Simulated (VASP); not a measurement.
# Ru in VASP: core levels with PBE

Aim: the core levels of Ru with PBE.

Everything below comes from runs of VASP 6.6.1. Logs are shortened: lines on timing, memory, paths and dates and some standing lists are left out, and cuts for length are marked.

### Step 1. Starting point

The cell holds a slab with vacuum, 13 atoms: a = 2.706 Å, b = 2.706 Å, c = 43.092 Å, α = 90.00°, β = 90.00°, γ = 60.00°.

The slab is cut from a database's or a generator's crystal, which needn't be the stable form of the element.

### Step 2. Core levels, PBE

File INCAR:

```
SYSTEM = Ru
PREC = Accurate ; ENCUT = 400
EDIFF = 1E-6 ; ISMEAR = 0
SIGMA = 0.1 ; LREAL = .FALSE.
LASPH = .TRUE. ; NELM = 60
ALGO = Normal ; ISIF = 2
LWAVE = .FALSE. ; LCHARG = .FALSE.
GGA = PE ; ICORELEVEL = 1
```

File KPOINTS:

```
Automatic mesh
0
G
  16 16 1
  0 0 0
```

File POSCAR:

```
Ru                                      
1.0
    2.7060000000      0.0000000000      0.0000000000
    1.3530000000      2.3434647426      0.0000000000
    0.0000000000      0.0000000000     43.0920000000
  Ru            
    13
Direct
     0.0000000000000000    0.0000000000000000    0.2021279481230781
     0.3333333332999970    0.3333333332999970    0.2501522629379423
     0.0000000000000000    0.0000000000000000    0.3001204476211793
     0.3333333332999970    0.3333333332999970    0.3503085721890483
     0.0000000000000000    0.0000000000000000    0.4002054404297758
     0.3333333332999970    0.3333333332999970    0.4500086208547353
     0.0000000000000000    0.0000000000000000    0.5000000000000000
     0.3333333332999970    0.3333333332999970    0.5499913791452647
     0.0000000000000000    0.0000000000000000    0.5997945595702242
     0.3333333332999970    0.3333333332999970    0.6496914278109518
     0.0000000000000000    0.0000000000000000    0.6998795523788206
     0.3333333332999970    0.3333333332999970    0.7498477370620579
     0.0000000000000000    0.0000000000000000    0.7978720518769217
```

Potentials or basis: VASP PAW PBE potentials, release 64 (Ru_pv).

Command:

```sh
$ cat potpaw_PBE.64/Ru_pv/POTCAR > POTCAR
$ mpirun -np 1 vasp_std > vasp.out
```

OUTCAR:

```text
SYSTEM = Ru
   PREC = Accurate
   ENCUT = 400
   EDIFF = 1E-6
   ISMEAR = 0
   LREAL = .FALSE.
   LASPH = .TRUE.
   NELM = 60
   ISIF = 2
   GGA = PE

 ion  position               nearest neighbor table
   1  0.000  0.000  0.202-   2 2.59   2 2.59   2 2.59
   2  0.333  0.333  0.250-   1 2.59   1 2.59   1 2.59   3 2.66   3 2.66   3 2.66
   3  0.000  0.000  0.300-   2 2.66   2 2.66   2 2.66   4 2.67   4 2.67   4 2.67
   4  0.333  0.333  0.350-   5 2.66   5 2.66   5 2.66   3 2.67   3 2.67   3 2.67
   5  0.000  0.000  0.400-   6 2.65   6 2.65   6 2.65   4 2.66   4 2.66   4 2.66
   6  0.333  0.333  0.450-   5 2.65   5 2.65   5 2.65   7 2.66   7 2.66   7 2.66
   7  0.000  0.000  0.500-   6 2.66   8 2.66   6 2.66   8 2.66   6 2.66   8 2.66
   8  0.333  0.333  0.550-   9 2.65   9 2.65   9 2.65   7 2.66   7 2.66   7 2.66
   9  0.000  0.000  0.600-   8 2.65   8 2.65   8 2.65  10 2.66  10 2.66  10 2.66
  10  0.333  0.333  0.650-   9 2.66   9 2.66   9 2.66  11 2.67  11 2.67  11 2.67
  11  0.000  0.000  0.700-  12 2.66  12 2.66  12 2.66  10 2.67  10 2.67  10 2.67
  12  0.333  0.333  0.750-  13 2.59  13 2.59  13 2.59  11 2.66  11 2.66  11 2.66
  13  0.000  0.000  0.798-  12 2.59  12 2.59  12 2.59

  LATTYP: Found a hexagonal cell.
 ALAT       =     2.7060000000
 C/A-ratio  =    15.9246119736

  Lattice vectors:

 A1 = (  -1.3530000000,  -2.3434647426,   0.0000000000)
 A2 = (   2.7060000000,   0.0000000000,   0.0000000000)
 A3 = (   0.0000000000,   0.0000000000,  43.0920000000)

Analysis of symmetry for initial positions (statically):
=====================================================================
 Subroutine PRICEL returns:
 Original cell was already a primitive cell.

 Routine SETGRP: Setting up the symmetry group for a
 hexagonal supercell.

 Subroutine GETGRP returns: Found 12 space group operations
 (whereof 12 operations were pure point group operations)
 out of a pool of 24 trial point group operations.

The static configuration has the point symmetry D_3h.

Analysis of symmetry for dynamics (positions and initial velocities):
=====================================================================
 Subroutine PRICEL returns:
 Original cell was already a primitive cell.

 Routine SETGRP: Setting up the symmetry group for a
 hexagonal supercell.

 Subroutine GETGRP returns: Found 12 space group operations
 (whereof 12 operations were pure point group operations)
 out of a pool of 24 trial point group operations.

The dynamic configuration has the point symmetry D_3h.

 Subroutine INISYM returns: Found 12 space group operations
 (whereof 12 operations are pure point group operations),
 and found     1 'primitive' translations

----------------------------------------------------------------------------------------

                                     Primitive cell

  volume of cell :     273.2643

  direct lattice vectors                    reciprocal lattice vectors
     2.706000000  0.000000000  0.000000000     0.369549150 -0.213359301  0.000000000
     1.353000000  2.343464743  0.000000000     0.000000000  0.426718603  0.000000000
     0.000000000  0.000000000 43.092000000     0.000000000  0.000000000  0.023206164

  length of vectors
     2.706000000  2.706000000 43.092000000     0.426718603  0.426718603  0.023206164

  position of ions in fractional coordinates (direct lattice)
     0.000000000  0.000000000  0.202127948
     0.333333333  0.333333333  0.250152263
     0.000000000  0.000000000  0.300120448
     0.333333333  0.333333333  0.350308572
     0.000000000  0.000000000  0.400205440
     0.333333333  0.333333333  0.450008621
     0.000000000  0.000000000  0.500000000
     0.333333333  0.333333333  0.549991379
     0.000000000  0.000000000  0.599794560
     0.333333333  0.333333333  0.649691428
     0.000000000  0.000000000  0.699879552
     0.333333333  0.333333333  0.749847737
     0.000000000  0.000000000  0.797872052

  ion indices of the primitive-cell ions
   primitive index   ion index
                 1           1
                 2           2
                 3           3
                 4           4
                 5           5
                 6           6
                 7           7
                 8           8
                 9           9
                10          10
                11          11
                12          12
                13          13

----------------------------------------------------------------------------------------

 KPOINTS: Automatic mesh

Automatic generation of k-mesh.
 Grid dimensions read from file:
 generate k-points for:   16   16    1

 Generating k-lattice:

  Cartesian coordinates                     Fractional coordinates (reciprocal lattice)
     0.023096822 -0.013334956  0.000000000     0.062500000  0.000000000  0.000000000
     0.000000000  0.026669913  0.000000000     0.000000000  0.062500000  0.000000000
     0.000000000  0.000000000  0.023206164     0.000000000  0.000000000  1.000000000

  Length of vectors
     0.026669913  0.026669913  0.023206164

  Shift w.r.t. Gamma in fractional coordinates (k-lattice)
     0.000000000  0.000000000  0.000000000

 Subroutine IBZKPT returns following result:
 ===========================================

 Found     30 irreducible k-points:

 Following reciprocal coordinates:
            Coordinates               Weight
  0.000000  0.000000  0.000000      1.000000
  0.062500 -0.000000  0.000000      6.000000
  0.125000 -0.000000  0.000000      6.000000
  0.187500 -0.000000  0.000000      6.000000
  0.250000 -0.000000  0.000000      6.000000
  0.312500 -0.000000  0.000000      6.000000
[... 16 lines left out ...]
  0.375000  0.187500  0.000000      6.000000
  0.437500  0.187500  0.000000     12.000000
 [... further k-points ...]
   k-points           NKPTS =     30   k-points in BZ     NKDIM =     30   number of bands    NBANDS=    109
   number of dos      NEDOS =    301   number of ions     NIONS =     13
   total plane-waves  NPLWV =  93312
   dimension x,y,z NGX =    18 NGY =   18 NGZ =  288
   dimension x,y,z NGXF=    36 NGYF=   36 NGZF=  576
   ions per type =              13
   NGX,Y,Z   is equivalent  to a cutoff of  11.06, 11.06, 11.11 a.u.
   NGXF,Y,Z  is equivalent  to a cutoff of  22.12, 22.12, 22.22 a.u.
 SYSTEM =  Ru
   PREC   = accura    normal or accurate (medium, high low for compatibility)
   ISTART =      0    job   : 0-new  1-cont  2-samecut
   ICHARG =      2    charge: 1-file 2-atom 10-const
   ISPIN  =      1    spin polarized calculation?
   LNONCOLLINEAR =      F non collinear calculations
   LSORBIT =      F    spin-orbit coupling
   LASPH  =      T    aspherical Exc in radial PAW
   ENCUT  =  400.0 eV  29.40 Ry    5.42 a.u.   4.41  4.41 70.27*2*pi/ulx,y,z
   NELM   =     60;   NELMIN=  2; NELMDL= -5     # of ELM steps
   EDIFF  = 0.1E-05   stopping-criterion for ELM
   LREAL  =      F    real-space projection
   EDIFFG = 0.1E-04   stopping-criterion for IOM
   NSW    =      0    number of steps for IOM
   IBRION =     -1    ionic relax: 0-MD 1-quasi-New 2-CG
   NFREE  =      0    steps in history (QN), initial steepest desc. (CG)
   ISIF   =      2    stress and relaxation
   ISYM   =      2    0-nonsym 1-usesym 2-fastsym
   POTIM  = 0.5000    time-step for ionic-motion
   TEBEG  =    0.0;   TEEND  =   0.0 temperature during run
   PSTRESS=    0.0 pullay stress
   NELECT =     182.0000    total number of electrons
   NUPDOWN=      -1.0000    fix difference up-down
   EMIN   =  10.00;   EMAX   =-10.00  energy-range for DOS
   EFERMI =   0.00;   METHOD = LEGACY
   ISMEAR =     0;   SIGMA  =   0.10  broadening in eV -4-tet -1-fermi 0-gaus
   EFERMI_NEDOS =   21; number of points for ismear=-14 and -15
   IALGO  =     38    algorithm
   IMIX   =      4    mixing-type and parameters
     AMIX     =   0.40;   BMIX     =  1.00
     AMIX_MAG =   1.60;   BMIX_MAG =  1.00
  volume/ion in A,a.u.               =      21.02       141.85
  Fermi-wavevector in a.u.,A,eV,Ry     =   1.429676  2.701696 27.809953  2.043974
  Thomas-Fermi vector in A             =   2.549604
   LORBIT       =      0    0 simple, 1 ext, 2 COOP (PROOUT), +10 PAW based schemes
   GGA     = PE    functional components
   LHFCALC =     F    Hartree Fock is set to
   AEXX    =    0.0000 exact exchange contribution
   IVDW    =     0    specifies the selected vdW correction
   LEPSILON=     F    determine dielectric tensor
   LRPA    =     F    only Hartree local field effects (RPA)
 non-spin polarized calculation
 Gauss-broadening in eV      SIGMA  =   0.10
  energy-cutoff  :      400.00
  volume of cell :      273.26
 maximum number of plane-waves:      5071
 NGX is ok and might be reduce to    18
   NGX =  9   NGY =  9   NGZ =141

 number of electron     181.9999936 magnetization

 Free energy of the ion-electron system (eV)
  ---------------------------------------------------
  ext. energy  EPLUGINS =         0.00000000
  ---------------------------------------------------
  free energy    TOTEN  =      -117.94919211 eV

  energy without entropy =     -117.88893648  energy(sigma->0) =     -117.91906429

 the core state eigenenergies are
   1-  1s -21923.5106  2s  -3143.8249  2p  -2814.3634  3s   -545.5060  3p   -437.2783
       3d   -263.2689  4s    -66.1479
   2-  1s -21923.8902  2s  -3144.2796  2p  -2814.8117  3s   -545.9589  3p   -437.7311
       3d   -263.7260  4s    -66.5987
   3-  1s -21923.7187  2s  -3144.0973  2p  -2814.6302  3s   -545.7759  3p   -437.5482
       3d   -263.5426  4s    -66.4135
   4-  1s -21923.7123  2s  -3144.0913  2p  -2814.6242  3s   -545.7693  3p   -437.5415
       3d   -263.5360  4s    -66.4053
   5-  1s -21923.7578  2s  -3144.1406  2p  -2814.6733  3s   -545.8168  3p   -437.5891
       3d   -263.5839  4s    -66.4492
   6-  1s -21923.7354  2s  -3144.1169  2p  -2814.6497  3s   -545.7942  3p   -437.5664
       3d   -263.5611  4s    -66.4288
   7-  1s -21923.7151  2s  -3144.0941  2p  -2814.6271  3s   -545.7724  3p   -437.5446
       3d   -263.5391  4s    -66.4095
   8-  1s -21923.7354  2s  -3144.1169  2p  -2814.6497  3s   -545.7942  3p   -437.5664
       3d   -263.5611  4s    -66.4288
   9-  1s -21923.7578  2s  -3144.1406  2p  -2814.6733  3s   -545.8168  3p   -437.5891
       3d   -263.5839  4s    -66.4492
  10-  1s -21923.7123  2s  -3144.0913  2p  -2814.6242  3s   -545.7693  3p   -437.5415
       3d   -263.5360  4s    -66.4053
  11-  1s -21923.7187  2s  -3144.0973  2p  -2814.6302  3s   -545.7759  3p   -437.5482
       3d   -263.5426  4s    -66.4135
  12-  1s -21923.8902  2s  -3144.2796  2p  -2814.8117  3s   -545.9589  3p   -437.7311
       3d   -263.7260  4s    -66.5987
  13-  1s -21923.5106  2s  -3143.8249  2p  -2814.3634  3s   -545.5060  3p   -437.2783
       3d   -263.2689  4s    -66.1479

 E-fermi :   6.5790     XC(G=0):  -9.6184

 val. band max:        6.5759551613   @ k =   0.3750   0.1250   0.0000
 cond. band min:       6.5866646123   @ k =  -0.3750   0.3125   0.0000
 fundamental gap:      0.0107094510
 Fermi energy:         6.5790006250

 k-point     1 :       0.0000    0.0000    0.0000
  band No.  band energies     occupation
      1     -37.0773      2.00000
      2     -37.0623      2.00000
      3     -37.0055      2.00000
      4     -36.9184      2.00000
      5     -36.7717      2.00000
      6     -36.6340      2.00000
[... 2533 lines left out ...]
    102       8.1381      0.00000
    103       8.2869      0.00000

 [... further k-points ...]

 [bands above 103 left out]

------------------------ aborting loop because EDIFF is reached ----------------------------------------

  FORCE on cell =-STRESS in cart. coord.  units (eV):
  Direction    XX          YY          ZZ          XY          YZ          ZX
  --------------------------------------------------------------------------------------
  -------------------------------------------------------------------------------------
  Total        0.9058130      0.9058130     -1.1716999      0.0000000     -0.0000000      0.0000000
  in kB        5.3108774      5.3108774     -6.8698004      0.0000000     -0.0000000      0.0000000
  external PRESSURE =       1.2506515 kB  Pullay stress =       0.0000000 kB

 VOLUME and BASIS-vectors are now :
 -----------------------------------------------------------------------------
  energy-cutoff  :      400.00
  volume of cell :      273.26
      direct lattice vectors                 reciprocal lattice vectors
     2.706000000  0.000000000  0.000000000     0.369549150 -0.213359301  0.000000000
     1.353000000  2.343464743  0.000000000     0.000000000  0.426718603  0.000000000
     0.000000000  0.000000000 43.092000000     0.000000000  0.000000000  0.023206164

 POSITION                                       TOTAL-FORCE (eV/Angst)
 -----------------------------------------------------------------------------------
      0.00000      0.00000      8.71010        -0.000000     -0.000000     -0.003234
      1.35300      0.78115     10.77956         0.000000      0.000000      0.003817
      0.00000      0.00000     12.93279        -0.000000     -0.000000     -0.002073
      1.35300      0.78115     15.09550        -0.000000      0.000000     -0.000415
      0.00000      0.00000     17.24565         0.000000      0.000000     -0.000779
      1.35300      0.78115     19.39177        -0.000000     -0.000000     -0.003972
      0.00000      0.00000     21.54600        -0.000000      0.000000      0.000000
      1.35300      0.78115     23.70023        -0.000000      0.000000      0.003972
      0.00000      0.00000     25.84635         0.000000      0.000000      0.000779
      1.35300      0.78115     27.99650        -0.000000      0.000000      0.000415
      0.00000      0.00000     30.15921        -0.000000     -0.000000      0.002073
      1.35300      0.78115     32.31244         0.000000      0.000000     -0.003817
      0.00000      0.00000     34.38190        -0.000000     -0.000000      0.003234
 -----------------------------------------------------------------------------------
    total drift:                                0.000001      0.000000     -0.000000

  FREE ENERGIE OF THE ION-ELECTRON SYSTEM (eV)
  ---------------------------------------------------
  free  energy   TOTEN  =      -117.9491921115 eV

  energy  without entropy=     -117.8889364784  energy(sigma->0) =     -117.91906429
```

Wall time 21 min (1 thread of AMD EPYC 9R45 (Zen 5), shared host); peak memory 0.51 GiB.

What came out:

```yaml
Free_energy: -117.9492 eV
Largest_force: 0.004 eV/Å
Band_gap_on_the_k_mesh: none (metal or under the smearing width)
```

Forces in eV/Å, atoms in the order of the input:
```
Ru   0.000  0.000 -0.003
Ru   0.000  0.000  0.004
Ru   0.000  0.000 -0.002
Ru   0.000  0.000  0.000
Ru   0.000  0.000 -0.001
Ru   0.000  0.000 -0.004
Ru   0.000  0.000  0.000
Ru   0.000  0.000  0.004
Ru   0.000  0.000  0.001
Ru   0.000  0.000  0.000
Ru   0.000  0.000  0.002
Ru   0.000  0.000 -0.004
Ru   0.000  0.000  0.003
```

Levels at points of the mesh, in eV from the Fermi level:
```tsv
k point	band 87	band 88	band 89	band 90	band 91	band 92
(0.00, 0.00, 0.00)	-1.63	-1.29	-1.29	-1.08	-1.08	-0.93
(0.50, 0.00, 0.00)	1.11	1.30	1.37	1.41	1.41	1.53
```

Core levels (eV, on the scale of the bands):
```tsv
atom	levels
1 Ru	1s -21923.5, 2s -3143.8, 2p -2814.4, 3s -545.5, 3p -437.3, 3d -263.3, 4s -66.1
2 Ru	1s -21923.9, 2s -3144.3, 2p -2814.8, 3s -546.0, 3p -437.7, 3d -263.7, 4s -66.6
3 Ru	1s -21923.7, 2s -3144.1, 2p -2814.6, 3s -545.8, 3p -437.5, 3d -263.5, 4s -66.4
4 Ru	1s -21923.7, 2s -3144.1, 2p -2814.6, 3s -545.8, 3p -437.5, 3d -263.5, 4s -66.4
5 Ru	1s -21923.8, 2s -3144.1, 2p -2814.7, 3s -545.8, 3p -437.6, 3d -263.6, 4s -66.4
6 Ru	1s -21923.7, 2s -3144.1, 2p -2814.6, 3s -545.8, 3p -437.6, 3d -263.6, 4s -66.4
```
